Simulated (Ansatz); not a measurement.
# GaN: the cost of one run

Computed with Ansatz 0.2.0 (DFT LDA, scalar-relativistic, plane waves, PAW, unless a step's input says otherwise).

The COD entry's cell or inner coordinates are ideal or old and differ from later refinements, so a difference from it is no clean test against experiment.

22 further runs of the same task are left out: 1 that didn't finish, 21 set aside as unsound or not needed.

## (1) The system as given

It takes space group P6_3mc (No. 186, hexagonal). Conventional cell: a = 3.152 Å, b = 3.152 Å, c = 5.138 Å, α = 90.00°, β = 90.00°, γ = 120.00°. Ga (site symmetry 3m) has 4 N at 1.93 Å as nearest neighbours. N (site symmetry 3m) is surrounded by 4 Ga at 1.93 Å.

Coordinates:

```xyz
4
Lattice="3.1516 0.0000 0.0000 -1.5758 2.7293 0.0000 0.0000 0.0000 5.1382" Properties=species:S:1:pos:R:3 pbc="T T T"
Ga    0.0000    1.8196   -0.0036
Ga    1.5758    0.9098    2.5655
N     0.0000    1.8196    1.9304
N     1.5758    0.9098    4.4996
```

It is the result of an earlier relaxation at this level (volume 11.05 Å³/atom; gap on the mesh: 2.14 eV).

## (2) The scan

The energy is mapped over two normal modes frozen in (zone-centre modes of the cell shown, which folds in the wave vector (0, 1/2, 0) of the primitive cell).

- amplitude of mode 11 (318 cm⁻¹), largest displacement: 11 values from −0.076 to 0.076 Å
- amplitude of mode 13 (538 cm⁻¹), largest displacement: 11 values from −0.091 to 0.091 Å

Nothing else is relaxed (the cell and all other modes fixed). Energies count from the relaxed high-symmetry cell. Points are written as (first, second).

The modes come from a phonon run on the reference cell, made beforehand.

Displacement patterns for an amplitude of 1 (Å):

```csv
atom,x1,y1,z1,x2,y2,z2
Ga1,0.000,0.937,0.349,0.000,0.000,-0.201
Ga2,0.000,-0.937,-0.349,0.000,0.000,-0.201
Ga3,0.000,0.937,-0.349,0.000,0.000,-0.201
Ga4,0.000,-0.937,0.349,0.000,0.000,-0.201
N5,0.000,0.136,-0.162,0.000,0.001,1.000
N6,0.000,-0.136,0.162,0.000,0.001,1.000
N7,0.000,0.136,0.162,0.000,-0.001,1.000
N8,0.000,-0.136,-0.162,0.000,-0.001,1.000
```

## (3) Point (−0.076 Å, 0.073 Å)

The input, input.yaml:

```yaml
crystal:
  lattice:
    - [-3.1515767111, 0.0, 0.0]
    - [0.0, 0.0, -5.1382481593]
    - [0.0, -5.4586909876, 0.0]
  atoms:
    - { symbol: Ga, position: [0.5, 0.0087099205, 0.179711424] }
    - { symbol: Ga, position: [0.0, -0.0016147569, 0.6536169577] }
    - { symbol: Ga, position: [0.0, 0.4983852431, 0.3463830423] }
    - { symbol: Ga, position: [0.5, 0.5087099205, 0.820288576] }
    - { symbol: "N", position: [0.5, 0.6077349255, 0.1685390581] }
    - { symbol: "N", position: [0.0, 0.6125260811, 0.6647638231] }
    - { symbol: "N", position: [0.0, 0.1125260811, 0.3352361769] }
    - { symbol: "N", position: [0.5, 0.1077349255, 0.8314609419] }
basis:
  ecutwfc: 520.0
kpoints:
  mp_grid: { grid: [8, 6, 6] }
hamiltonian:
  xc: lda
  pseudopotentials: { kind: paw, azcp: { folder: soft_1 } }
scf:
  occupations: { method: gaussian, width: 0.05 }
output:
  forces: true
  stress: true
  eigenvalues: true
```

Launch:

```console
$ ansatz run input.yaml --threads 4 --pin off --max-ram 8192MiB --backend cpu --events-out ev --progress --plain --runs-dir out
```

**Question.** How long does this run take on 4 threads of Arm Neoverse V1, shared host, and how much memory does it need?

About 13 s, with a peak of 0.57 GiB.
